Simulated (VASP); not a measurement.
# GaSb (F-43m) in VASP: single point with r2SCAN

Aim: the single point of GaSb with r2SCAN.

All numbers are computed with VASP 6.6.1; they aren't measurements. Logs are shortened: lines on timing, memory, paths and dates and some standing lists are left out, and cuts for length are marked.

**What was measured.**

A printed reference work, data compilation reports, for a bulk crystal of GaSb at 4.2 K: band gap 0.811 eV (direct).

How close the calculation comes is told below.

## Step 1: The cell of the first run

The structure is cubic, space group F-43m (No. 216). The conventional cell has a = 6.118 Å, b = 6.118 Å, c = 6.118 Å, α = 90.00°, β = 90.00°, γ = 90.00°. Ga (site symmetry -43m) has 4 Sb at 2.65 Å within 3.5 Å. Within 3.5 Å of Sb (site symmetry -43m) lie 4 Ga at 2.65 Å.

## Step 2: Single point, r2SCAN

Input file POSCAR:

```
GaSb
1.0
    0.0000000000      3.0590000000      3.0590000000
    3.0590000000      0.0000000000      3.0590000000
    3.0590000000      3.0590000000      0.0000000000
Ga Sb
1 1
Direct
    0.0000000000      0.0000000000      0.0000000000
    0.7500000000      0.7500000000      0.7500000000
```

Input file INCAR.step1:

```
PREC     = Accurate       # precision mode
ENCUT    = 520            # plane-wave cutoff, eV
ISMEAR   = 0              # smearing method
SIGMA    = 0.05           # smearing width, eV
LREAL    = False          # projectors in reciprocal space
LASPH    = True           # aspherical terms in the spheres
NELM     = 100            # most SCF steps
NBANDS   = 16             # bands
GGA      = PE             # functional
ALGO     = Normal         # electronic algorithm
EDIFF    = 1E-4           # SCF threshold, eV
LWAVE    = True           # write WAVECAR
LCHARG   = False          # write CHGCAR
```

Input file INCAR.step2:

```
PREC     = Accurate       # precision mode
ENCUT    = 520            # plane-wave cutoff, eV
EDIFF    = 1E-7           # SCF threshold, eV
ISMEAR   = 0              # smearing method
SIGMA    = 0.05           # smearing width, eV
LREAL    = False          # projectors in reciprocal space
LASPH    = True           # aspherical terms in the spheres
NELM     = 100            # most SCF steps
ALGO     = Normal         # electronic algorithm
ISIF     = 2              # what is computed and relaxed
LWAVE    = False          # write WAVECAR
LCHARG   = True           # write CHGCAR
METAGGA  = R2SCAN         # meta-GGA
LMIXTAU  = True         
LELF     = True           # ELF
LVHAR    = True         
NBANDS   = 16             # bands
ISTART   = 1
```

Input file KPOINTS:

```
regular mesh
0
Gamma
  10 10 10
```

Potentials or basis: VASP PAW PBE potentials, release 64 (Ga_d, Sb).

The run is started by

```
cat potpaw_PBE.64/Ga_d/POTCAR potpaw_PBE.64/Sb/POTCAR > POTCAR
cp INCAR.step1 INCAR
mpirun -np 1 vasp_std > vasp.out
cp INCAR.step2 INCAR
mpirun -np 1 vasp_std > vasp.out
```

OUTCAR:

```text
PREC = Accurate
   ENCUT = 520
   EDIFF = 1E-7
   ISMEAR = 0
   LREAL = False
   LASPH = True
   NELM = 100
   ISIF = 2
   METAGGA = R2SCAN
   ISTART = 1

 ion  position               nearest neighbor table
   1  0.000  0.000  0.000-   2 2.65   2 2.65   2 2.65   2 2.65
   2  0.750  0.750  0.750-   1 2.65   1 2.65   1 2.65   1 2.65

  LATTYP: Found a face centered cubic cell.
 ALAT       =     6.1180000000

  Lattice vectors:

 A1 = (   0.0000000000,   3.0590000000,   3.0590000000)
 A2 = (   3.0590000000,   0.0000000000,   3.0590000000)
 A3 = (   3.0590000000,   3.0590000000,   0.0000000000)

Analysis of symmetry for initial positions (statically):
=====================================================================
 Subroutine PRICEL returns:
 Original cell was already a primitive cell.

 Routine SETGRP: Setting up the symmetry group for a
 face centered cubic supercell.

 Subroutine GETGRP returns: Found 24 space group operations
 (whereof 24 operations were pure point group operations)
 out of a pool of 48 trial point group operations.

The static configuration has the point symmetry T_d .

Analysis of symmetry for dynamics (positions and initial velocities):
=====================================================================
 Subroutine PRICEL returns:
 Original cell was already a primitive cell.

 Routine SETGRP: Setting up the symmetry group for a
 face centered cubic supercell.

 Subroutine GETGRP returns: Found 24 space group operations
 (whereof 24 operations were pure point group operations)
 out of a pool of 48 trial point group operations.

The dynamic configuration has the point symmetry T_d .

 Subroutine INISYM returns: Found 24 space group operations
 (whereof 24 operations are pure point group operations),
 and found     1 'primitive' translations

----------------------------------------------------------------------------------------

                                     Primitive cell

  volume of cell :      57.2491

  direct lattice vectors                    reciprocal lattice vectors
     0.000000000  3.059000000  3.059000000    -0.163452109  0.163452109  0.163452109
     3.059000000  0.000000000  3.059000000     0.163452109 -0.163452109  0.163452109
     3.059000000  3.059000000  0.000000000     0.163452109  0.163452109 -0.163452109

  length of vectors
     4.326079287  4.326079287  4.326079287     0.283107357  0.283107357  0.283107357

  position of ions in fractional coordinates (direct lattice)
     0.000000000  0.000000000  0.000000000
     0.750000000  0.750000000  0.750000000

  ion indices of the primitive-cell ions
   primitive index   ion index
                 1           1
                 2           2

----------------------------------------------------------------------------------------

 KPOINTS: regular mesh

Automatic generation of k-mesh.
 Grid dimensions read from file:
 generate k-points for:   10   10   10

 Generating k-lattice:

  Cartesian coordinates                     Fractional coordinates (reciprocal lattice)
    -0.016345211  0.016345211  0.016345211     0.100000000  0.000000000  0.000000000
     0.016345211 -0.016345211  0.016345211     0.000000000  0.100000000  0.000000000
     0.016345211  0.016345211 -0.016345211     0.000000000  0.000000000  0.100000000

  Length of vectors
     0.028310736  0.028310736  0.028310736

  Shift w.r.t. Gamma in fractional coordinates (k-lattice)
     0.000000000  0.000000000  0.000000000

 Subroutine IBZKPT returns following result:
 ===========================================

 Found     47 irreducible k-points:

 Following reciprocal coordinates:
            Coordinates               Weight
  0.000000  0.000000  0.000000      1.000000
  0.100000  0.000000  0.000000      8.000000
  0.200000  0.000000  0.000000      8.000000
  0.300000  0.000000  0.000000      8.000000
  0.400000  0.000000  0.000000      8.000000
  0.500000  0.000000  0.000000      4.000000
[... 16 lines left out ...]
  0.300000  0.300000  0.000000      6.000000
  0.400000  0.300000  0.000000     24.000000
 [... further k-points ...]
   k-points           NKPTS =     47   k-points in BZ     NKDIM =     47   number of bands    NBANDS=     16
   number of dos      NEDOS =    301   number of ions     NIONS =      2
   total plane-waves  NPLWV =  32768
   dimension x,y,z NGX =    32 NGY =   32 NGZ =   32
   dimension x,y,z NGXF=    64 NGYF=   64 NGZF=   64
   ions per type =               1   1
   NGX,Y,Z   is equivalent  to a cutoff of  12.30, 12.30, 12.30 a.u.
   NGXF,Y,Z  is equivalent  to a cutoff of  24.59, 24.59, 24.59 a.u.
 SYSTEM =  unknown system
   PREC   = accura    normal or accurate (medium, high low for compatibility)
   ISTART =      1    job   : 0-new  1-cont  2-samecut
   ICHARG =      0    charge: 1-file 2-atom 10-const
   ISPIN  =      1    spin polarized calculation?
   LNONCOLLINEAR =      F non collinear calculations
   LSORBIT =      F    spin-orbit coupling
   LASPH  =      T    aspherical Exc in radial PAW
   ENCUT  =  520.0 eV  38.22 Ry    6.18 a.u.   8.04  8.04  8.04*2*pi/ulx,y,z
   NELM   =    100;   NELMIN=  2; NELMDL=  0     # of ELM steps
   EDIFF  = 0.1E-06   stopping-criterion for ELM
   LREAL  =      F    real-space projection
   EDIFFG = 0.1E-05   stopping-criterion for IOM
   NSW    =      0    number of steps for IOM
   IBRION =     -1    ionic relax: 0-MD 1-quasi-New 2-CG
   NFREE  =      0    steps in history (QN), initial steepest desc. (CG)
   ISIF   =      2    stress and relaxation
   ISYM   =      2    0-nonsym 1-usesym 2-fastsym
   POTIM  = 0.5000    time-step for ionic-motion
   TEBEG  =    0.0;   TEEND  =   0.0 temperature during run
   PSTRESS=    0.0 pullay stress
   NELECT =      18.0000    total number of electrons
   NUPDOWN=      -1.0000    fix difference up-down
   EMIN   =  10.00;   EMAX   =-10.00  energy-range for DOS
   EFERMI =   0.00;   METHOD = LEGACY
   ISMEAR =     0;   SIGMA  =   0.05  broadening in eV -4-tet -1-fermi 0-gaus
   EFERMI_NEDOS =   21; number of points for ismear=-14 and -15
   IALGO  =     38    algorithm
   IMIX   =      4    mixing-type and parameters
     AMIX     =   0.40;   BMIX     =  1.00
     AMIX_MAG =   1.60;   BMIX_MAG =  1.00
  volume/ion in A,a.u.               =      28.62       193.17
  Fermi-wavevector in a.u.,A,eV,Ry     =   1.113208  2.103657 16.860766  1.239231
  Thomas-Fermi vector in A             =   2.249790
   LORBIT       =      0    0 simple, 1 ext, 2 COOP (PROOUT), +10 PAW based schemes
   METAGGA = R2SCAN    functional components
   LHFCALC =     F    Hartree Fock is set to
   AEXX    =    0.0000 exact exchange contribution
   IVDW    =     0    specifies the selected vdW correction
   LEPSILON=     F    determine dielectric tensor
   LRPA    =     F    only Hartree local field effects (RPA)
 non-spin polarized calculation
 Gauss-broadening in eV      SIGMA  =   0.05
  energy-cutoff  :      520.00
  volume of cell :       57.25
 maximum number of plane-waves:      1572
   NGX = 17   NGY = 17   NGZ = 17

 number of electron      17.9999986 magnetization

 Free energy of the ion-electron system (eV)
  ---------------------------------------------------
  ext. energy  EPLUGINS =         0.00000000
  ---------------------------------------------------
  free energy    TOTEN  =       -37.60425044 eV

  energy without entropy =      -37.60425044  energy(sigma->0) =      -37.60425044

 E-fermi :   4.9304     XC(G=0):  -9.7220

 val. band max:        4.6848119552   @ k =   0.0000   0.0000   0.0000
 cond. band min:       5.1342684189   @ k =   0.0000   0.0000   0.0000
 fundamental gap:      0.4494564637
 Fermi energy:         4.9303660003

 k-point     1 :       0.0000    0.0000    0.0000
  band No.  band energies     occupation
      1     -10.8112      2.00000
      2     -10.8112      2.00000
      3     -10.8112      2.00000
      4     -10.7542      2.00000
      5     -10.7542      2.00000
      6      -7.2474      2.00000
[... 8 lines left out ...]
     15      13.7041      0.00000
     16      13.7041      0.00000

 k-point     2 :       0.1000    0.0000    0.0000
  band No.  band energies     occupation
      1     -10.8142      2.00000
      2     -10.8099      2.00000
      3     -10.8099      2.00000
      4     -10.7543      2.00000
      5     -10.7543      2.00000
      6      -7.1388      2.00000
[... 8 lines left out ...]
     15      13.0897      0.00000
     16      13.0897      0.00000

 k-point     3 :       0.2000    0.0000    0.0000
  band No.  band energies     occupation
      1     -10.8219      2.00000
      2     -10.8067      2.00000
      3     -10.8066      2.00000
      4     -10.7545      2.00000
      5     -10.7545      2.00000
      6      -6.8227      2.00000
[... 8 lines left out ...]
     15      12.6569      0.00000
     16      12.6569      0.00000

 k-point     4 :       0.3000    0.0000    0.0000
  band No.  band energies     occupation
      1     -10.8311      2.00000
      2     -10.8030      2.00000
      3     -10.8029      2.00000
      4     -10.7545      2.00000
      5     -10.7545      2.00000
      6      -6.3378      2.00000
[... 8 lines left out ...]
     15      12.9807      0.00000
     16      12.9807      0.00000

 k-point     5 :       0.4000    0.0000    0.0000
  band No.  band energies     occupation
      1     -10.8384      2.00000
      2     -10.8003      2.00000
      3     -10.8003      2.00000
      4     -10.7541      2.00000
      5     -10.7541      2.00000
      6      -5.8012      2.00000
[... 8 lines left out ...]
     15      14.0421      0.00000
     16      14.0421      0.00000

 k-point     6 :       0.5000    0.0000    0.0000
  band No.  band energies     occupation
      1     -10.8412      2.00000
      2     -10.7994      2.00000
      3     -10.7993      2.00000
      4     -10.7539      2.00000
      5     -10.7539      2.00000
      6      -5.5260      2.00000
[... 8 lines left out ...]
     15      15.1867      0.00000
     16      15.1868      0.00000
[... 267 lines left out ...]
 k-point    21 :      -0.3000    0.2000    0.0000
  band No.  band energies     occupation
      1     -10.8415      2.00000
      2     -10.7975      2.00000
      3     -10.7970      2.00000
      4     -10.7557      2.00000
      5     -10.7550      2.00000
      6      -5.6432      2.00000
[... 8 lines left out ...]
     15      13.6791      0.00000
     16      15.3572      0.00000

 k-point    22 :      -0.2000    0.2000    0.0000
  band No.  band energies     occupation
      1     -10.8348      2.00000
      2     -10.8015      2.00000
      3     -10.7994      2.00000
      4     -10.7562      2.00000
      5     -10.7541      2.00000
      6      -6.1655      2.00000
[... 8 lines left out ...]
     15      14.1247      0.00000
     16      14.6063      0.00000

 k-point    23 :       0.3000    0.3000    0.0000
  band No.  band energies     occupation
      1     -10.8445      2.00000
      2     -10.7938      2.00000
      3     -10.7938      2.00000
      4     -10.7620      2.00000
      5     -10.7511      2.00000
      6      -5.9981      2.00000
[... 8 lines left out ...]
     15      14.9259      0.00000
     16      15.3540      0.00000

 k-point    24 :       0.4000    0.3000    0.0000
  band No.  band energies     occupation
      1     -10.8500      2.00000
      2     -10.7910      2.00000
      3     -10.7905      2.00000
      4     -10.7632      2.00000
      5     -10.7508      2.00000
      6      -5.5446      2.00000
[... 8 lines left out ...]
     15      15.5596      0.00000
     16      15.7859      0.00000

 [... further k-points ...]

------------------------ aborting loop because EDIFF is reached ----------------------------------------

  FORCE on cell =-STRESS in cart. coord.  units (eV):
  Direction    XX          YY          ZZ          XY          YZ          ZX
  --------------------------------------------------------------------------------------
  -------------------------------------------------------------------------------------
  Total        0.1724375      0.1724375      0.1724375      0.0000000      0.0000000     -0.0000000
  in kB        4.8258505      4.8258505      4.8258505      0.0000000      0.0000000     -0.0000000
  external PRESSURE =       4.8258505 kB  Pullay stress =       0.0000000 kB

 VOLUME and BASIS-vectors are now :
 -----------------------------------------------------------------------------
  energy-cutoff  :      520.00
  volume of cell :       57.25
      direct lattice vectors                 reciprocal lattice vectors
     0.000000000  3.059000000  3.059000000    -0.163452109  0.163452109  0.163452109
     3.059000000  0.000000000  3.059000000     0.163452109 -0.163452109  0.163452109
     3.059000000  3.059000000  0.000000000     0.163452109  0.163452109 -0.163452109

 POSITION                                       TOTAL-FORCE (eV/Angst)
 -----------------------------------------------------------------------------------
      0.00000      0.00000      0.00000         0.000000      0.000000      0.000000
      4.58850      4.58850      4.58850        -0.000000     -0.000000     -0.000000
 -----------------------------------------------------------------------------------
    total drift:                                0.000002      0.000002      0.000002

  FREE ENERGIE OF THE ION-ELECTRON SYSTEM (eV)
  ---------------------------------------------------
  free  energy   TOTEN  =       -37.6042504415 eV

  energy  without entropy=      -37.6042504415  energy(sigma->0) =      -37.60425044
```

It took 1.8 min on 1 thread of Intel Xeon Platinum 8259CL at 2.50GHz (Skylake/Cascade Lake), shared host; peak memory 0.21 GiB.

Results:

| Quantity | Value |
| --- | --- |
| Free energy | -37.6043 eV |
| Pressure | 0.5 GPa |
| Band gap on the k mesh | 0.45 eV |

Levels at points of the mesh, in eV from the valence-band top:
| k point | band 5 | band 6 | band 7 | band 8 | band 9 | band 10 | band 11 | band 12 | band 13 | band 14 |
| --- | --- | --- | --- | --- | --- | --- | --- | --- | --- | --- |
| (0.00, 0.00, 0.00) | -15.44 | -11.93 | 0.00 | 0.00 | 0.00 | 0.45 | 2.98 | 2.98 | 2.98 | 6.35 |
| (0.50, 0.00, 0.00) | -15.44 | -10.21 | -6.58 | -1.21 | -1.21 | 0.68 | 4.01 | 4.01 | 6.92 | 9.98 |
| (0.50, 0.50, 0.00) | -15.43 | -9.32 | -7.05 | -2.70 | -2.70 | 1.12 | 1.48 | 9.26 | 9.26 | 10.79 |

Caveat: the PAW data sets were made with another functional, which shifts forces and pressure a little; spin-orbit coupling is left out, which moves the levels of the heavy elements.

## Step 3: How close it comes

Step 2. A measured gap of GaSb is 0.811 eV (direct; 4.2 K; a printed reference work, data compilation); the calculated 0.45 eV misses it by -0.36 eV. Spin-orbit coupling on Ga, Sb is left out. The value is that of r2SCAN on a finite k mesh, which can miss the band edges, without temperature or zero-point motion.
